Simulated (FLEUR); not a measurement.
# SnSe (Fm-3m) in FLEUR: further runs, part 2 of 2

FLEUR MaX-R8.1 (patched build s14).

## 3. Equation of state, PBE, 25.63 Å³/atom (volume scaled by 0.94)

Changes to inp.xml since step 2:

```diff
@@ -24,3 +24,3 @@
       <xi:include xmlns:xi="http://www.w3.org/2001/XInclude" href="sym.xml"> </xi:include>
-      <bulkLattice scale="1.0">
+      <bulkLattice scale="0.9795861087">
          <bravaisMatrix>
@@ -34,3 +34,3 @@
       <species name="Tin (Sn)" element="Sn" atomicNumber="50">
-         <mtSphere radius="2.66" gridPoints="879" logIncrement="0.015"/>
+         <mtSphere radius="2.63" gridPoints="879" logIncrement="0.015"/>
          <atomicCutoffs lmax="13" lnonsphr="8"/>
@@ -50,3 +50,3 @@
       <species name="Selenium (Se)" element="Se" atomicNumber="34">
-         <mtSphere radius="2.56" gridPoints="847" logIncrement="0.015"/>
+         <mtSphere radius="2.48" gridPoints="847" logIncrement="0.015"/>
          <atomicCutoffs lmax="13" lnonsphr="8"/>
```

Potentials or basis: all-electron, FLAPW.

Started as:

```
> inpgen -f crystal.txt -profile precise
> # inp.xml edited to the form shown
> fleur
```

The log of the run:

```text
Welcome to FLEUR        (www.flapw.de)
      MaX-Release 8.1          (www.max-centre.eu)

 ========== k-point set info ==========
 Selected k-point list: default-1
 k-point list type: mesh
 8 x 8 x 8
 Number of k points: 29

 ------------Calculation Setup---------------------------
 Number of OMP-threads    :            1
 Number of basis functions:          815
 Approximate size of matrices (H+S) per k-point:         0.010 GB
 --------------------------------------------------------
 Iteration:     1   Distance:       4.84002338 me/bohr^3
 Iteration:     2   Distance:       4.40392614 me/bohr^3
 Iteration:     3   Distance:       2.24578751 me/bohr^3
 Iteration:     4   Distance:       0.92125482 me/bohr^3
 Iteration:     5   Distance:       0.70033992 me/bohr^3
 Iteration:     6   Distance:       0.08650195 me/bohr^3
 Iteration:     7   Distance:       0.07915871 me/bohr^3
 Iteration:     8   Distance:       0.02239250 me/bohr^3
 Iteration:     9   Distance:       0.00447592 me/bohr^3
 Iteration:    10   Distance:       0.00585072 me/bohr^3
 Iteration:    11   Distance:       0.00060455 me/bohr^3
 Iteration:    12   Distance:       0.00020489 me/bohr^3
 Iteration:    13   Distance:       0.00008896 me/bohr^3
 Iteration:    14   Distance:       0.00000636 me/bohr^3

 ********************************************************************
 Run finished successfully
 Stop message:
   all done
 ********************************************************************
```

out.xml (last iteration):

```text
<iteration numberForCurrentRun="   14" overallNumber="   14">
         <energyParameters units="Htr">
            <atomicEP atomType="1" spin="1" branch="5s" branchLowest="-4.44" branchHighest="0.75" value="0.0446137141"/>
            <atomicEP atomType="1" spin="1" branch="5p" branchLowest="-2.81" branchHighest="1.37" value="0.2656275978"/>
            <atomicEP atomType="1" spin="1" branch="4d" branchLowest="-16.90" branchHighest="-0.44" value="-0.4570226274"/>
            <atomicEP atomType="1" spin="1" branch="4f" branchLowest="-9.99" branchHighest="1.86" value="0.6198721916"/>
            <loAtomicEP atomType="1" spin="1" branch="4s" branchLowest="-30.56" branchHighest="-4.44" value="-4.4401708715"/>
            <loAtomicEP atomType="1" spin="1" branch="4p" branchLowest="-25.18" branchHighest="-2.81" value="-2.8150993320"/>
            <loAtomicEP atomType="1" spin="1" branch="4p" branchLowest="-25.18" branchHighest="-2.81" value="-2.8150993320"/>
            <loAtomicEP atomType="1" spin="1" branch="4d" branchLowest="-16.90" branchHighest="-0.44" value="-0.4722747409"/>
            <loAtomicEP atomType="1" spin="1" branch="4f" branchLowest="-9.99" branchHighest="1.86" value="0.6198692789"/>
            <atomicEP atomType="2" spin="1" branch="4s" branchLowest="-7.33" branchHighest="0.23" value="-0.1625090814"/>
            <atomicEP atomType="2" spin="1" branch="4p" branchLowest="-5.10" branchHighest="0.87" value="0.1909181919"/>
            <atomicEP atomType="2" spin="1" branch="4d" branchLowest="-1.43" branchHighest="1.96" value="0.4765176022"/>
            <atomicEP atomType="2" spin="1" branch="4f" branchLowest="-9.99" branchHighest="2.87" value="0.6460622220"/>
            <loAtomicEP atomType="2" spin="1" branch="3d" branchLowest="-9.99" branchHighest="-1.43" value="-1.4358958805"/>
            <loAtomicEP atomType="2" spin="1" branch="4s" branchLowest="-7.33" branchHighest="0.23" value="-0.1625090814"/>
            <loAtomicEP atomType="2" spin="1" branch="4p" branchLowest="-5.10" branchHighest="0.87" value="0.1875948072"/>
            <loAtomicEP atomType="2" spin="1" branch="4f" branchLowest="-9.99" branchHighest="2.87" value="0.6460608133"/>
[... 59 lines left out ...]
            <state n="2" l="0" j="0.5" energy="-58.5210731207" weight="1.0000000000"/>
            <state n="2" l="1" j="0.5" energy="-52.4448167702" weight="1.0000000000"/>
            <state n="2" l="1" j="1.5" energy="-50.9101357545" weight="2.0000000000"/>
            <state n="3" l="0" j="0.5" energy="-7.3273029008" weight="1.0000000000"/>
            <state n="3" l="1" j="0.5" energy="-5.2496484726" weight="1.0000000000"/>
            <state n="3" l="1" j="1.5" energy="-5.0338602425" weight="2.0000000000"/>
         </coreStates>
         <allElectronCharges>
            <spinDependentCharge spin="1" total="84.0000000" interstitial="3.2270202" mtSpheres="80.7729798"/>
            <totalCharge value="83.9999999982"/>
         </allElectronCharges>
         <totalEnergy                                    value="    -8609.3551474829" units="Htr">
            <sumOfEigenvalues                            value="    -5129.2752453434">
               <coreElectrons value="-5085.5191360739"/>
               <valenceElectrons value="-43.7561092695"/>
            </sumOfEigenvalues>
            <densityCoulombPotentialIntegral value="-13792.7736952449"/>
            <densityEffectivePotentialIntegral value="-14123.1732226733"/>
            <chargeDenXCDenIntegral value="-253.4206334926"/>
            <FockExchangeEnergyValence value="0.0000000000"/>
            <FockExchangeEnergyCore value="0.0000000000"/>
            <atomTypeDependentContributions atomType="1">
               <electronNucleiInteractionDifferentMTs value="7485.6956294476"/>
               <MadelungTerm value="-25.2549399846"/>
            </atomTypeDependentContributions>
            <atomTypeDependentContributions atomType="2">
               <electronNucleiInteractionDifferentMTs value="2928.0861575658"/>
               <MadelungTerm value="-14.4089166999"/>
            </atomTypeDependentContributions>
            <tkbTimesEntropy value="0.0000012233"/>
            <freeEnergy value="-8609.3551487063"/>
            <extrapolationTo0K value="-8609.3551480946"/>
         </totalEnergy>
         <densityConvergence units="me/bohr^3">
            <chargeDensity spin="1" distance="0.0000063607"/>
         </densityConvergence>
      </iteration>
```

It took 81 s on 1 thread of Intel Xeon 6975P-C (Granite Rapids), shared host; peak memory 0.14 GiB.

Results:

```
Free energy                                           : -234272.4883 eV
Band gap on the k mesh                                : 0.76 eV, indirect (least direct gap 0.87 eV)
Valence electrons inside the program's atomic spheres : Sn 20.07; Se 14.71 (radii Sn 2.63, Se 2.48 bohr)
```

Caveat: spin-orbit coupling is left out, which moves the levels of the heavy elements.

## 4. Equation of state, PBE, 26.18 Å³/atom (volume scaled by 0.96)

Changes to inp.xml since step 3:

```diff
@@ -24,3 +24,3 @@
       <xi:include xmlns:xi="http://www.w3.org/2001/XInclude" href="sym.xml"> </xi:include>
-      <bulkLattice scale="0.9795861087">
+      <bulkLattice scale="0.9864848297">
          <bravaisMatrix>
```

Started as:

```
> inpgen -f crystal.txt -profile precise
> # inp.xml edited to the form shown
> fleur
```

Wall time 84 s (1 thread of Intel Xeon 6975P-C (Granite Rapids), shared host); peak memory 0.14 GiB.

The run converged. Its results:

```
Free energy                                           : -234272.5153 eV
Band gap on the k mesh                                : 0.73 eV, indirect (least direct gap 0.77 eV)
Valence electrons inside the program's atomic spheres : Sn 20.05; Se 14.69 (radii Sn 2.63, Se 2.48 bohr)
```

Caveat: spin-orbit coupling is left out, which moves the levels of the heavy elements.

## 5. Equation of state, PBE, 27.27 Å³/atom

Changes to inp.xml since step 4:

```diff
@@ -24,3 +24,3 @@
       <xi:include xmlns:xi="http://www.w3.org/2001/XInclude" href="sym.xml"> </xi:include>
-      <bulkLattice scale="0.9864848297">
+      <bulkLattice scale="1.0000000000">
          <bravaisMatrix>
```

Started as:

```
> inpgen -f crystal.txt -profile precise
> # inp.xml edited to the form shown
> fleur
```

Wall time 93 s (1 thread of Intel Xeon 6975P-C (Granite Rapids), shared host); peak memory 0.16 GiB.

The run converged. Its results:

| Item | Value |
| --- | --- |
| Free energy | -234272.5436 eV |
| Band gap on the k mesh | 0.58 eV, direct |
| Valence electrons inside the program's atomic spheres | Sn 20.01; Se 14.66 (radii Sn 2.63, Se 2.48 bohr) |

Caveat: spin-orbit coupling is left out, which moves the levels of the heavy elements.

## 6. Equation of state, PBE, 28.36 Å³/atom (volume scaled by 1.04)

Changes to inp.xml since step 5:

```diff
@@ -24,3 +24,3 @@
       <xi:include xmlns:xi="http://www.w3.org/2001/XInclude" href="sym.xml"> </xi:include>
-      <bulkLattice scale="1.0000000000">
+      <bulkLattice scale="1.0131594038">
          <bravaisMatrix>
```

Potentials or basis: all-electron, FLAPW.

Started as:

```
> inpgen -f crystal.txt -profile precise
> # inp.xml edited to the form shown
> fleur
```

Run time: 98 s. Hardware: 1 thread of Intel Xeon 6975P-C (Granite Rapids), shared host; peak memory 0.16 GiB.

It converged, with:

```
Free energy                                           : -234272.5431 eV
Band gap on the k mesh                                : 0.42 eV, direct
Valence electrons inside the program's atomic spheres : Sn 19.98; Se 14.64 (radii Sn 2.63, Se 2.48 bohr)
```

Caveat: spin-orbit coupling is left out, which moves the levels of the heavy elements.

## 7. Equation of state, PBE, 28.91 Å³/atom (volume scaled by 1.06)

Changes to inp.xml since step 6:

```diff
@@ -24,3 +24,3 @@
       <xi:include xmlns:xi="http://www.w3.org/2001/XInclude" href="sym.xml"> </xi:include>
-      <bulkLattice scale="1.0131594038">
+      <bulkLattice scale="1.0196128224">
          <bravaisMatrix>
```

Started as:

```
> inpgen -f crystal.txt -profile precise
> # inp.xml edited to the form shown
> fleur
```

Run time: 95 s. Hardware: 1 thread of Intel Xeon 6975P-C (Granite Rapids), shared host; peak memory 0.16 GiB.

The run converged. Its results:

```
Free energy                                           : -234272.5337 eV
Band gap on the k mesh                                : 0.34 eV, direct
Valence electrons inside the program's atomic spheres : Sn 19.96; Se 14.63 (radii Sn 2.63, Se 2.48 bohr)
```

Caveat: spin-orbit coupling is left out, which moves the levels of the heavy elements.

## 8. Equation of state, PBE

Potentials or basis: all-electron, FLAPW.

This step only gathers the single runs of the series.

Results:

```
Equilibrium volume                      : 27.78 Å³/atom
Bulk modulus                            : 49 GPa
Pressure derivative of the bulk modulus : 4.3 (rough: it moves with the points fitted)
```

Energy against volume, from the lowest point:
| volume (Å³/atom) | energy (meV/atom) |
| --- | --- |
| 25.635 | 27.67 |
| 26.180 | 14.15 |
| 27.271 | 0.00 |
| 28.362 | 0.28 |
| 28.907 | 4.95 |
